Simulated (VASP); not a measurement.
# BeS in VASP: how settings move the PBE single point

The PBE single point of BeS built on the rocksalt prototype, under +2.0 % shear in the xy plane is repeated with altered inputs. Which of them can be trusted? This is a trial cell built on a prototype, not taken from a measured structure, and it needn't be the compound's ground state.

The runs shown are made with VASP 6.6.1. PAW datasets, plane waves. No spin polarisation and no zero-point or thermal motion; the cell was built from a prototype and may be hypothetical.

## (1) The structure to begin with

The cell comes from an earlier relaxation with r2SCAN in another program, then strained, with the atoms relaxed again.

The symmetry is Immm (No. 71, orthorhombic); conventional cell a = 3.244 Å, b = 3.310 Å, c = 4.635 Å, 12.44 Å³ an atom. Around Be lie 6 S at 2.32 Å; around S lie 6 Be at 2.32 Å.

As a file:

```
CELL_PARAMETERS angstrom
0.02317 2.31730 2.31730
2.31730 0.02317 2.31730
2.34047 2.34047 0.00000
ATOMIC_POSITIONS crystal
Be 0.00000 0.00000 0.00000
S 0.50000 0.50000 0.50000
```

## (2) Baseline

INCAR

```
ENCUT = 520.000000
SIGMA = 0.020000
EDIFF = 1.00e-07
GGA = PE
PREC = Accurate
IBRION = -1
ISIF = 2
ISMEAR = -1
NBANDS = 11
NELM = 120
NSW = 0
LASPH = .TRUE.
LCHARG = .FALSE.
LWAVE = .FALSE.
LREAL = .FALSE.
```

KPOINTS

```
KPOINTS created by Atomic Simulation Environment
0
Gamma
10 10 10
0 0 0
```

POSCAR

```
Be S
 1.0000000000000000
     0.0231729720000000    2.3172971968999998    2.3172971968999998
     2.3172971968999998    0.0231729720000000    2.3172971968999998
     2.3404701689000000    2.3404701689000000    0.0000000000000000
 Be  S
   1   1
Cartesian
  0.0000000000000000  0.0000000000000000  0.0000000000000000
  2.3404701688999996  2.3404701688999991  2.3172971968999994
```

A file KPOINTS_OPT adds named points for the levels; it doesn't enter the self-consistent loop.

Potentials: the recommended PBE PAW datasets, 8 valence electrons.

Run with:

```bash
$ mpirun -np 1 vasp_std
```

## (3) Altered input 1

INCAR

```
SIGMA = 0.020000
EDIFF = 1.00e-07
GGA = PE
PREC = Accurate
IBRION = -1
ISIF = 2
ISMEAR = -1
NBANDS = 11
NSW = 0
LASPH = .TRUE.
LCHARG = .FALSE.
LWAVE = .FALSE.
LREAL = .FALSE.
ENCUT = 450
NELM = 83
```

KPOINTS

```
KPOINTS created by Atomic Simulation Environment
0
Monkhorst-Pack
10 10 10
0 0 0
```

POSCAR is that of step 2.

## (4) Altered input 2

INCAR: that of step 2 with these lines changed.

```diff
@@ -15 +15,2 @@
 LREAL = .FALSE.
+ISYM = -1
```

KPOINTS

```
KPOINTS created by Atomic Simulation Environment
0
Gamma
4 4 4
0 0 0
```

POSCAR is that of step 2.

## (5) Altered input 3

INCAR

```
ENCUT = 520.000000
EDIFF = 1.00e-07
GGA = PE
PREC = Accurate
IBRION = -1
ISIF = 2
NBANDS = 11
NELM = 120
NSW = 0
LASPH = .TRUE.
LCHARG = .FALSE.
LWAVE = .FALSE.
ISMEAR = 1
SIGMA = 0.2
LREAL = .TRUE.
```

KPOINTS is that of step 2.

POSCAR is that of step 2.

Before running it: what results should come out? Wanted: for each run, changed; ending; energy change; pressure; electronic steps; usable.

**Answer**, as computed:

| run | changed | ending | energy change (meV/atom) | pressure (GPa) | gap on the mesh (eV; negative: overlap) | electronic steps | time | usable |
| --- | --- | --- | --- | --- | --- | --- | --- | --- |
| ref. | – | converged | 0 | -0.4 | 0.90 | 12 | 24 s | yes |
| 1 | ENCUT = 450, NELM = 83, shifted mesh | converged | 0.1 | -0.4 | 1.02 | 12 | 26 s | yes |
| 2 | ISYM = -1, mesh 4×4×4 | converged | 74.5 | 1.1 | 1.07 | 12 | 8.3 s | no |
| 3 | ISMEAR = 1, SIGMA = 0.2, LREAL = .TRUE. | converged | 1.3 | -0.2 | 0.90 | 12 | 34 s | no |

What this shows: Of 3 altered inputs, 2 ended normally on a faulty or unsound input, 1 gave usable results. «ENCUT = 450, NELM = 83, shifted mesh» moves the energy by 0.1 meV/atom.
